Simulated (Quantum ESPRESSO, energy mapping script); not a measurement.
# MnS: energy mapping under PBE+U (4 eV), QE, GBRV

Aim: the exchange couplings of MnS from the energies of a few collinear orders, and the ordering temperature that they give.

Program: Quantum ESPRESSO 7.5. Level of theory: PBE with U = 4 eV on Mn d, ortho-atomic projectors; plane waves, U on orthogonalised atomic orbitals unless named otherwise, collinear spin, no spin–orbit coupling. Results are calculated unless marked as measured.

**Measured values to reproduce.**

For MnS, rock salt (x = 0), “Single-Crystal and Powder Neutron Diffraction Study of FeXMn1-XS Solid Solutions” (2011, arxiv:1108.4537) gives, by neutron diffraction: ordering temperature (Neel temperature) 150 K.

The database entry behind the starting cell differs from later determinations by our own check (an axis about 0.2 % short against later determinations), so it need not match the best structure at ambient conditions.

**1. The starting structure**

Symmetry: Fm-3m, No. 225, cubic system. Conventional cell: a = 5.209 Å, b = 5.209 Å, c = 5.209 Å, α = 90.00°, β = 90.00°, γ = 90.00°. Mn has 6 S at 2.60 Å nearest. Nearest to S lie 6 Mn at 2.60 Å. Farther neighbours and most contacts between anions are not listed.

The U corrects the self-interaction that lets semilocal functionals spread d and f electrons too far. Its value here is typed, not computed. These runs use Quantum ESPRESSO.

**2. Run 1 (parallel; cell A, 4 atoms)**

The parallel order is the zero of energy for this cell and mesh.

The potential files are GBRV's for PBE; pw.x takes the functional from them.

pw.in reads:

```
&control
  calculation = 'scf'
  prefix = 'pw'
  outdir = './tmp/'
  pseudo_dir = './pseudo/'
  verbosity = 'low'
/
&system
  ibrav = 0
  nat = 4
  ntyp = 2
  ecutwfc = 45
  ecutrho = 360
  nbnd = 38
  occupations = 'smearing'
  smearing = 'fd'
  degauss = 0.00367493
  nspin = 2
  starting_magnetization(1) = 0.3000
/
&electrons
  conv_thr = 1.0e-08
  electron_maxstep = 120
  mixing_beta = 0.3
  mixing_mode = 'plain'
/
ATOMIC_SPECIES
  Mn 54.9380 Mn.upf
  S 32.0600 S.upf
CELL_PARAMETERS angstrom
  0.00000000 -2.60450000 -2.60450000
  -2.60450000 0.00000000 -2.60450000
  2.60450000 2.60450000 -5.20900000
ATOMIC_POSITIONS crystal
  Mn 0.50000000 0.50000000 0.50000000
  Mn 0.00000000 0.00000000 0.00000000
  S 0.75000000 0.75000000 0.75000000
  S 0.25000000 0.25000000 0.25000000
K_POINTS automatic
  7 7 7 0 0 0
HUBBARD {ortho-atomic}
U Mn-3d 4
```

Started as:

```sh
OMP_NUM_THREADS=1 mpirun -n 4 pw.x -nk 4 -in pw.in > pw.out
```

The program printed:

```text
Program PWSCF v.7.5 starts
[...]
unit-cell volume          =     476.9026 (a.u.)^3
     number of atoms/cell      =            4
[...]
number of electrons       =        42.00
     number of Kohn-Sham states=           38
     kinetic-energy cutoff     =      45.0000  Ry
     charge density cutoff     =     360.0000  Ry
     scf convergence threshold =      1.0E-08
[...]
Exchange-correlation=  SLA  PW   PBX  PBC
[...]
Hubbard projectors: ortho-atomic
     Hubbard parameters of DFT+U (Dudarev formulation) in eV:
[...]
atomic species   magnetization
[...]
12 Sym. Ops., with inversion, found
[...]
number of k points=    44  Fermi-Dirac smearing, width (Ry)=  0.0037
[...]
Number of occupied Hubbard levels =   10.0000
     Atomic wfc used for Hubbard projectors are orthogonalized
[...]
iteration #  1     ecut=    45.00 Ry     beta= 0.30
[...]
Number of occupied Hubbard levels =   10.0065
     total energy              =    -470.47039943 Ry
     estimated scf accuracy    <       0.96824376 Ry
     total magnetization       =    10.00 Bohr mag/cell
     absolute magnetization    =    10.00 Bohr mag/cell
     iteration #  2     ecut=    45.00 Ry     beta= 0.30
[...]
total energy              =    -470.63418614 Ry
     estimated scf accuracy    <       0.04632338 Ry
     total magnetization       =    10.00 Bohr mag/cell
     absolute magnetization    =    10.00 Bohr mag/cell
     iteration #  3     ecut=    45.00 Ry     beta= 0.30
[...]
total energy              =    -470.65036900 Ry
     estimated scf accuracy    <       0.01782516 Ry
     total magnetization       =    10.00 Bohr mag/cell
     absolute magnetization    =    10.00 Bohr mag/cell
     iteration #  4     ecut=    45.00 Ry     beta= 0.30
[...]
total energy              =    -470.65156586 Ry
     estimated scf accuracy    <       0.00167742 Ry
     total magnetization       =    10.00 Bohr mag/cell
     absolute magnetization    =    10.00 Bohr mag/cell
     iteration #  5     ecut=    45.00 Ry     beta= 0.30
[...]
total energy              =    -470.65194017 Ry
     estimated scf accuracy    <       0.00009573 Ry
     total magnetization       =    10.00 Bohr mag/cell
     absolute magnetization    =    10.00 Bohr mag/cell
     iteration #  6     ecut=    45.00 Ry     beta= 0.30
[...]
total energy              =    -470.65195240 Ry
     estimated scf accuracy    <       0.00014558 Ry
     total magnetization       =    10.00 Bohr mag/cell
     absolute magnetization    =    10.00 Bohr mag/cell
     iteration #  7     ecut=    45.00 Ry     beta= 0.30
[...]
total energy              =    -470.65196074 Ry
     estimated scf accuracy    <       0.00001661 Ry
     total magnetization       =    10.00 Bohr mag/cell
     absolute magnetization    =    10.00 Bohr mag/cell
     iteration #  8     ecut=    45.00 Ry     beta= 0.30
[...]
total energy              =    -470.65196747 Ry
     estimated scf accuracy    <       0.00000187 Ry
     total magnetization       =    10.00 Bohr mag/cell
     absolute magnetization    =    10.00 Bohr mag/cell
     iteration #  9     ecut=    45.00 Ry     beta= 0.30
[...]
total energy              =    -470.65196763 Ry
     estimated scf accuracy    <       0.00000058 Ry
     total magnetization       =    10.00 Bohr mag/cell
     absolute magnetization    =    10.00 Bohr mag/cell
     iteration # 10     ecut=    45.00 Ry     beta= 0.30
[...]
total energy              =    -470.65196785 Ry
     estimated scf accuracy    <       0.00000003 Ry
     total magnetization       =    10.00 Bohr mag/cell
     absolute magnetization    =    10.00 Bohr mag/cell
     iteration # 11     ecut=    45.00 Ry     beta= 0.30
[...]
Magnetic moment per site  (integrated on atomic sphere of radius R)
     atom   1 (R=0.292)  charge= 13.1407  magn=  4.5074
     atom   2 (R=0.292)  charge= 13.1411  magn=  4.5075
     atom   3 (R=0.292)  charge=  4.7240  magn=  0.1148
     atom   4 (R=0.292)  charge=  4.7240  magn=  0.1148
     End of self-consistent calculation
     =================== HUBBARD OCCUPATIONS ===================
     ------------------------ ATOM    1 ------------------------
     Tr[ns(  1)] (up, down, total) =   4.97219  0.26134  5.23353
     Atomic magnetic moment for atom   1 =   4.71085
     SPIN  1
     eigenvalues:
       0.991  0.991  0.997  0.997  0.997
     eigenvectors (columns):
      -0.128  0.992  0.000  0.000  0.000
       0.000  0.000  0.577 -0.200 -0.792
      -0.000  0.000  0.577 -0.586  0.569
       0.992  0.128 -0.000 -0.000  0.000
       0.000 -0.000  0.577  0.785  0.223
     occupation matrix ns (before diag.):
       0.991 -0.000 -0.000  0.000  0.000
      -0.000  0.997 -0.000 -0.000 -0.000
      -0.000 -0.000  0.997  0.000 -0.000
[...]
------ SPIN UP ------------
          k = 0.0000 0.0000-0.0000 (  2437 PWs)   bands (ev):
   -72.1961 -72.1957 -40.9291 -40.9225 -40.9225 -40.9216 -40.9215 -40.9215
    -4.0882  -2.6771   2.7859   3.8059   3.8059   4.5605   4.5606   4.5606
     4.6737   4.6737   5.0394   5.0394   5.9307   8.6514   8.6514   8.6515
    10.1353  10.1353  12.0212  13.1101  15.6110  15.6110  18.7847  18.7847
    18.7847  18.7908  20.8712  21.8965  22.2921  22.2921
          k = 0.0505 0.0505-0.0505 (  2454 PWs)   bands (ev):
   -72.1960 -72.1957 -40.9288 -40.9225 -40.9225 -40.9220 -40.9215 -40.9215
    -4.0348  -2.7737   2.9408   3.8401   3.8401   4.5325   4.5621   4.5621
     4.6405   4.6405   5.0155   5.0155   5.9539   8.2822   8.7290   8.7290
    10.0572  10.0572  12.4050  13.2175  15.7755  15.7755  18.2851  18.6193
    18.7793  18.7793  20.8519  20.8519  21.3495  22.0972
          k = 0.1010 0.1010-0.1010 (  2451 PWs)   bands (ev):
   -72.1960 -72.1958 -40.9278 -40.9230 -40.9224 -40.9224 -40.9217 -40.9217
    -3.8792  -3.0213   3.3400   3.9390   3.9390   4.4321   4.4558   4.4558
[...]
18.5294  18.5294  20.1673  20.1674  21.5645  21.6135
          k = 0.1515 0.1515-0.1515 (  2442 PWs)   bands (ev):
[...]
17.7819  17.7819  20.2987  20.2987  20.8591  20.8591
          k =-0.1515 0.0505-0.0505 (  2434 PWs)   bands (ev):
[...]
18.6289  18.8061  19.1714  21.3416  22.1102  22.1914
          k =-0.1010 0.1010-0.1010 (  2439 PWs)   bands (ev):
[...]
18.5294  18.7058  20.1674  20.1674  21.5642  21.7650
          k =-0.0505 0.1515-0.1515 (  2447 PWs)   bands (ev):
[...]
18.1205  18.3135  19.3208  20.9476  21.1887  22.0886
          k =-0.0000 0.2020-0.2020 (  2444 PWs)   bands (ev):
[...]
17.6364  17.7210  19.2786  20.4641  21.6559  22.4833
          k =-0.3030-0.1010 0.1010 (  2457 PWs)   bands (ev):
[...]
16.9898  18.2906  19.6748  19.6974  22.0374  22.4755
          k =-0.2525-0.0505 0.0505 (  2437 PWs)   bands (ev):
[...]
17.5284  18.6565  19.0348  20.3726  21.9675  22.9348
          k =-0.2020-0.0000 0.0000 (  2443 PWs)   bands (ev):
[...]
k =-0.3030 0.1010-0.1010 (  2441 PWs)   bands (ev):
[...]
k =-0.2525 0.1515-0.1515 (  2427 PWs)   bands (ev):
[...]
k =-0.2020 0.2020-0.2020 (  2427 PWs)   bands (ev):
[...]
k =-0.1515 0.2525-0.2525 (  2442 PWs)   bands (ev):
[...]
k =-0.4546-0.0505 0.0505 (  2441 PWs)   bands (ev):
[...]
k =-0.4041 0.0000-0.0000 (  2428 PWs)   bands (ev):
[...]
k =-0.3536 0.0505-0.0505 (  2438 PWs)   bands (ev):
[... cut ...]
[...]
k =-0.4546-0.0505 0.0505 (  2441 PWs)   bands (ev):
[...]
k =-0.6061-0.0000 0.0000 (  2416 PWs)   bands (ev):
[...]
k =-0.2525-0.0505-0.1515 (  2442 PWs)   bands (ev):
[...]
k =-0.2020-0.0000-0.2020 (  2427 PWs)   bands (ev):
[...]
k =-0.1010 0.1010-0.3030 (  2453 PWs)   bands (ev):
[...]
k =-0.4041-0.2020 0.0000 (  2443 PWs)   bands (ev):
[...]
k =-0.4041 0.0000-0.2020 (  2425 PWs)   bands (ev):
[...]
k =-0.3536 0.0505-0.2525 (  2429 PWs)   bands (ev):
[...]
k =-0.3030 0.1010-0.3030 (  2421 PWs)   bands (ev):
[...]
k =-0.2525 0.1515-0.3536 (  2420 PWs)   bands (ev):
[...]
k =-0.5556-0.1515-0.0505 (  2435 PWs)   bands (ev):
[...]
k =-0.5051-0.1010-0.1010 (  2440 PWs)   bands (ev):
[...]
k =-0.4546-0.0505-0.1515 (  2443 PWs)   bands (ev):
[...]
k = 0.5051-0.3030 0.1010 (  2430 PWs)   bands (ev):
[...]
k = 0.6061-0.2020 0.0000 (  2413 PWs)   bands (ev):
[...]
k = 0.6566-0.1515-0.0505 (  2420 PWs)   bands (ev):
[...]
k = 0.3536-0.4546 0.2525 (  2410 PWs)   bands (ev):
[...]
20.3000  21.9347  22.8283  23.0954  23.3566  23.7489
          k = 0.5556-0.4546 0.0505 (  2425 PWs)   bands (ev):
[...]
19.3615  19.5890  22.1493  22.5879  23.3438  24.2634
          k = 0.6061-0.4041 0.0000 (  2422 PWs)   bands (ev):
[...]
18.9843  18.9895  21.6664  23.1628  23.8039  23.8445
          k = 0.6566-0.3536-0.0505 (  2426 PWs)   bands (ev):
[...]
13.6779  14.3418  15.3777  16.3835  17.4931  18.0514  18.0615  18.2835
    18.3893  18.7739  21.4613  23.4121  23.6444  24.6579
          k = 0.4546-0.5556 0.1515 (  2415 PWs)   bands (ev):
   -67.0200 -67.0200 -35.8668 -35.8666 -35.8635 -35.8627 -35.8609 -35.8609
    -2.3213  -2.2727   4.8918   5.0110   6.0633   6.3456   7.2576   7.3189
    12.3077  12.4494  13.1800  13.2365  13.3418  13.4323  13.5807  13.6167
    13.6851  13.7529  14.9739  15.2922  17.0891  17.5062  18.6946  18.9961
    19.4066  19.5334  22.6072  22.9425  23.0169  24.0720
     the Fermi energy is    10.6467 ev
!    total energy              =    -470.65196790 Ry
     estimated scf accuracy    <          5.6E-10 Ry
     smearing contrib. (-TS)   =      -0.00000015 Ry
     internal energy E=F+TS    =    -470.65196775 Ry
     The total energy is F=E-TS. E is the sum of the following terms:
     one-electron contribution =    -264.95176170 Ry
     hartree contribution      =     147.75162951 Ry
     xc contribution           =     -70.54403442 Ry
     ewald contribution        =    -282.98656422 Ry
     Hubbard energy            =       0.07876308 Ry
     total magnetization       =    10.00 Bohr mag/cell
     absolute magnetization    =    10.00 Bohr mag/cell
     convergence has been achieved in  11 iterations
=------------------------------------------------------------------------------=
   JOB DONE.
=------------------------------------------------------------------------------=
```

It took 48 s on 4 MPI ranks of Arm Neoverse V1, shared host; peak memory 0.65 GiB.

Spin moment in the sphere by atom:

```
atom  spin moment in the sphere (μB)
 Mn1                            4.51
 Mn2                            4.51
  S3                            0.11
  S4                            0.11
```

The run ends ferromagnetic.

**3. Run 2 (compensated +−; cell A, 4 atoms)**

This order reverses 6 of the 12 neighbours at 3.68 Å, 6 of the 6 neighbours at 5.21 Å and 12 of the 24 neighbours at 6.38 Å, counted for an average magnetic atom.

pw.in: that of step 2 with these lines changed.

```diff
@@ -10,6 +10,6 @@
   nat = 4
-  ntyp = 2
+  ntyp = 3
   ecutwfc = 45
   ecutrho = 360
-  nbnd = 38
+  nbnd = 33
   occupations = 'smearing'
@@ -19,2 +19,3 @@
   starting_magnetization(1) = 0.3000
+  starting_magnetization(2) = -0.3000
 /
@@ -27,3 +28,4 @@
 ATOMIC_SPECIES
-  Mn 54.9380 Mn.upf
+  Mn1 54.9380 Mn.upf
+  Mn2 54.9380 Mn.upf
   S 32.0600 S.upf
@@ -34,4 +36,4 @@
 ATOMIC_POSITIONS crystal
-  Mn 0.50000000 0.50000000 0.50000000
-  Mn 0.00000000 0.00000000 0.00000000
+  Mn1 0.50000000 0.50000000 0.50000000
+  Mn2 0.00000000 0.00000000 0.00000000
   S 0.75000000 0.75000000 0.75000000
@@ -41,2 +43,3 @@
 HUBBARD {ortho-atomic}
-U Mn-3d 4
+U Mn1-3d 4
+U Mn2-3d 4
```

The program printed:

```text
[banner, memory and clock lines left out]
Program PWSCF v.7.5 starts
[...]
unit-cell volume          =     476.9026 (a.u.)^3
     number of atoms/cell      =            4
[...]
number of electrons       =        42.00
     number of Kohn-Sham states=           33
     kinetic-energy cutoff     =      45.0000  Ry
     charge density cutoff     =     360.0000  Ry
     scf convergence threshold =      1.0E-08
[...]
Exchange-correlation=  SLA  PW   PBX  PBC
[...]
Hubbard projectors: ortho-atomic
     Hubbard parameters of DFT+U (Dudarev formulation) in eV:
[...]
atomic species   magnetization
[...]
12 Sym. Ops., with inversion, found
[...]
number of k points=    44  Fermi-Dirac smearing, width (Ry)=  0.0037
[...]
Number of occupied Hubbard levels =   10.0000
     Atomic wfc used for Hubbard projectors are orthogonalized
[...]
iteration #  1     ecut=    45.00 Ry     beta= 0.30
[...]
Number of occupied Hubbard levels =   10.0341
     total energy              =    -470.46807826 Ry
     estimated scf accuracy    <       0.98505916 Ry
     total magnetization       =     0.00 Bohr mag/cell
     absolute magnetization    =     9.39 Bohr mag/cell
     iteration #  2     ecut=    45.00 Ry     beta= 0.30
[...]
total energy              =    -470.63987980 Ry
     estimated scf accuracy    <       0.04521983 Ry
     total magnetization       =    -0.00 Bohr mag/cell
     absolute magnetization    =     9.47 Bohr mag/cell
     iteration #  3     ecut=    45.00 Ry     beta= 0.30
[...]
total energy              =    -470.65790700 Ry
     estimated scf accuracy    <       0.01887007 Ry
     total magnetization       =     0.00 Bohr mag/cell
     absolute magnetization    =     9.46 Bohr mag/cell
[...]
total energy              =    -470.66032447 Ry
[...]
iteration # 10     ecut=    45.00 Ry     beta= 0.30
[...]
total energy              =    -470.66032470 Ry
     estimated scf accuracy    <       0.00000047 Ry
     total magnetization       =     0.00 Bohr mag/cell
     absolute magnetization    =     9.47 Bohr mag/cell
     iteration # 11     ecut=    45.00 Ry     beta= 0.30
[...]
Magnetic moment per site  (integrated on atomic sphere of radius R)
     atom   1 (R=0.292)  charge= 13.1496  magn=  4.4255
     atom   2 (R=0.292)  charge= 13.1500  magn= -4.4257
     atom   3 (R=0.292)  charge=  4.7178  magn= -0.0000
[...]
19.4314
          k = 0.0505 0.0505-0.0505 (  2454 PWs)   bands (ev):
[...]
19.4015
          k = 0.1010 0.1010-0.1010 (  2451 PWs)   bands (ev):
[...]
19.1444
          k = 0.1515 0.1515-0.1515 (  2442 PWs)   bands (ev):
[...]
k =-0.1515 0.0505-0.0505 (  2434 PWs)   bands (ev):
[...]
k =-0.1010 0.1010-0.1010 (  2439 PWs)   bands (ev):
[...]
k =-0.0505 0.1515-0.1515 (  2447 PWs)   bands (ev):
[...]
k =-0.3030-0.1010 0.1010 (  2457 PWs)   bands (ev):
[...]
k =-0.2525-0.0505 0.0505 (  2437 PWs)   bands (ev):
[...]
k =-0.2020-0.0000 0.0000 (  2443 PWs)   bands (ev):
[...]
[... cut ...]
[...]
k =-0.6061-0.0000 0.0000 (  2416 PWs)   bands (ev):
[...]
k =-0.2525-0.0505-0.1515 (  2442 PWs)   bands (ev):
[...]
k =-0.2020-0.0000-0.2020 (  2427 PWs)   bands (ev):
[...]
k =-0.4041-0.2020 0.0000 (  2443 PWs)   bands (ev):
[...]
k =-0.3030 0.1010-0.3030 (  2421 PWs)   bands (ev):
[...]
k =-0.2525 0.1515-0.3536 (  2420 PWs)   bands (ev):
[...]
k =-0.5556-0.1515-0.0505 (  2435 PWs)   bands (ev):
[...]
k =-0.5051-0.1010-0.1010 (  2440 PWs)   bands (ev):
[...]
k =-0.4546-0.0505-0.1515 (  2443 PWs)   bands (ev):
[...]
k = 0.5051-0.3030 0.1010 (  2430 PWs)   bands (ev):
[...]
k = 0.6061-0.2020 0.0000 (  2413 PWs)   bands (ev):
[...]
k = 0.6566-0.1515-0.0505 (  2420 PWs)   bands (ev):
[...]
k = 0.3536-0.4546 0.2525 (  2410 PWs)   bands (ev):
[...]
k = 0.5556-0.4546 0.0505 (  2425 PWs)   bands (ev):
[...]
k = 0.6061-0.4041 0.0000 (  2422 PWs)   bands (ev):
[...]
k = 0.6566-0.3536-0.0505 (  2426 PWs)   bands (ev):
[...]
17.9536
          k = 0.4546-0.5556 0.1515 (  2415 PWs)   bands (ev):
[...]
5.6814   6.4840   6.7834   8.1845   8.4334  12.4598  12.8571  13.2222
    13.2861  13.5874  14.3245  14.6242  16.5650  17.0386  18.2069  18.6342
    18.8172
     the Fermi energy is    10.7440 ev
!    total energy              =    -470.66032483 Ry
     estimated scf accuracy    <          7.4E-09 Ry
     smearing contrib. (-TS)   =      -0.00000000 Ry
     internal energy E=F+TS    =    -470.66032483 Ry
     The total energy is F=E-TS. E is the sum of the following terms:
     one-electron contribution =    -265.10914956 Ry
     hartree contribution      =     147.86880474 Ry
     xc contribution           =     -70.52323953 Ry
     ewald contribution        =    -282.98656422 Ry
     Hubbard energy            =       0.08982375 Ry
     total magnetization       =    -0.00 Bohr mag/cell
     absolute magnetization    =     9.47 Bohr mag/cell
     convergence has been achieved in  11 iterations
```

Wall time 44 s (4 MPI ranks); peak memory 0.64 GiB; 3 min of CPU time.

Spin moment in the sphere by atom:

```
atom  spin moment in the sphere (μB)
 Mn1                            4.43
 Mn2                           -4.43
  S3                            0.00
  S4                            0.00
```

The run ends antiferromagnetic, 56.85 meV a magnetic atom below the parallel order of its cell.

**4. Parallel start in cell B (4 atoms)**

A new cell needs its own zero of energy.

This run holds the same structure in another cell (c 6.380 → 5.209 Å, α 73.2 → 90.0°, β 73.2 → 90.0°, γ 60.0 → 90.0°).

pw.in reads:

```
&control
  calculation = 'scf'
  prefix = 'pw'
  outdir = './tmp/'
  pseudo_dir = './pseudo/'
  verbosity = 'low'
/
&system
  ibrav = 0
  nat = 4
  ntyp = 2
  ecutwfc = 45
  ecutrho = 360
  nbnd = 38
  occupations = 'smearing'
  smearing = 'fd'
  degauss = 0.00367493
  nspin = 2
  starting_magnetization(1) = 0.3000
/
&electrons
  conv_thr = 1.0e-08
  electron_maxstep = 120
  mixing_beta = 0.3
  mixing_mode = 'plain'
/
ATOMIC_SPECIES
  Mn 54.9380 Mn.upf
  S 32.0600 S.upf
CELL_PARAMETERS angstrom
  0.00000000 -2.60450000 -2.60450000
  0.00000000 2.60450000 -2.60450000
  5.20900000 0.00000000 0.00000000
ATOMIC_POSITIONS crystal
  Mn 0.50000000 0.50000000 0.50000000
  Mn 0.00000000 0.00000000 0.00000000
  S 0.50000000 0.50000000 0.00000000
  S 0.00000000 0.00000000 0.50000000
K_POINTS automatic
  6 6 4 0 0 0
HUBBARD {ortho-atomic}
U Mn-3d 4
```

The program printed:

```text
[banner, memory and clock lines left out]
Program PWSCF v.7.5 starts
[...]
unit-cell volume          =     476.9026 (a.u.)^3
     number of atoms/cell      =            4
[...]
number of electrons       =        42.00
     number of Kohn-Sham states=           38
     kinetic-energy cutoff     =      45.0000  Ry
     charge density cutoff     =     360.0000  Ry
[...]
The total energy is F=E-TS. E is the sum of the following terms:
     one-electron contribution =    -264.95232429 Ry
     hartree contribution      =     147.75271438 Ry
     xc contribution           =     -70.54440681 Ry
     ewald contribution        =    -282.98656422 Ry
     Hubbard energy            =       0.07874041 Ry
     total magnetization       =    10.00 Bohr mag/cell
     absolute magnetization    =    10.00 Bohr mag/cell
     convergence has been achieved in  10 iterations
[key lines of the parts left out:]
!    total energy              =    -470.65184100 Ry
the Fermi energy is    10.6015 ev
```

The job ended after 28 s (4 MPI ranks; peak memory 0.59 GiB).

The run ends ferromagnetic. For each magnetic atom its energy differs from the parallel run of the first cell by 0.86 meV, an error that one common reference would have brought in.

(Continued in part 2 of 3.)

[Logs and program files are shortened in this print: banners, set-up blocks, solver, clock and traceback lines can be left out without a mark of their own.]

[Logs are printed without paths, hosts, clocks, repeated set-up lines and the standing remarks that a program may print on its own settings, such as how far it seeks lower states.]

[Hosts, paths, dates, database ids (printed as entryN), source tags and the programs' standing remarks are cut or masked in the printed files.]

[Where a cell is said to come from a database of computed structures, the database is the Materials Project.]
